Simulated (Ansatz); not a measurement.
Te2Mo:

```
Te Mo
1.0
     6.33000    0.00000    0.00000
     0.00000    3.46900    0.00000
    -0.94679    0.00000   13.82762
Te Mo
8 4
Direct
  0.94370 0.75000 0.60450
  0.05630 0.25000 0.39550
  0.90300 0.25000 0.85140
  0.09700 0.75000 0.14860
  0.41120 0.75000 0.89550
  0.58880 0.25000 0.10450
  0.44320 0.25000 0.64840
  0.55680 0.75000 0.35160
  0.81670 0.75000 0.99260
  0.18330 0.25000 0.00740
  0.68190 0.25000 0.49340
  0.31810 0.75000 0.50660
```

Base run:

```yaml
Program: Ansatz 0.2.0
Functional: LDA
Potentials_or_basis: Ansatz PAW
Cutoff: "420 eV (not typed: the program's choice for these potentials)"
k_mesh: 3 × 6 × 2
Occupations: fermi-dirac, width 0.05 eV
Spin: no spin polarisation
```

Its results: band gap on the k mesh none (metal or under the smearing width); pressure -3.3 GPa; largest force 0.399 eV/Å.

**Question.** The run is repeated on the same cell with these changes: functional from LDA to BLYP. What comes out?

**Answer.** Band gap on the k mesh none (metal or under the smearing width); pressure 8.6 GPa; largest force 0.517 eV/Å.

BLYP binds less tightly than LDA, so the same cell stands under more pressure.

Caveats: spin-orbit coupling is left out, which moves the levels of the heavy elements; the PAW data sets come from PBE, with cores solved anew for the run's functional, which leaves a small shift of forces and pressure.
